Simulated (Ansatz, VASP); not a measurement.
## Sb: VASP beside Ansatz

```
CELL_PARAMETERS angstrom
2.15060 1.24165 3.74400
-2.15060 1.24165 3.74400
0.00000 -2.48330 3.74400
ATOMIC_POSITIONS crystal
Sb 0.23364 0.23364 0.23364
Sb 0.76636 0.76636 0.76636
```

Alike in both runs: task single point; functional LDA; k mesh 6 × 6 × 6; occupations gaussian, width 0.1 eV; no spin polarisation.

|  | VASP | Ansatz |
| --- | --- | --- |
| version | VASP 6.6.1 | Ansatz 0.2.0 |
| potentials or method | VASP PAW LDA potentials, release 64 (Sb) | scalar-relativistic, plane waves, PAW |
| plane-wave cutoff (eV) | 520 | 420 |
| valence electrons in the cell | 10 | 30 |

```csv
,VASP,Ansatz,Ansatz less VASP
gap on the k mesh at the Fermi level (eV),none,none,-
pressure (GPa),-0.5,-0.8,-0.26
largest component of the traceless stress (GPa),0.20,0.13,-0.062
rms of the force components (eV/Å),0.005,0.034,+0.0297
```

Atom by atom the forces differ by 0.039 eV/Å (rms over components). A gap of «none» marks a metal or a gap that the smearing closes. The two sets of potentials don't hold the same shells in valence. Ansatz warned: «pseudo_functional_mismatch».

The runs have no spin-orbit coupling, so splittings on Sb are missing.
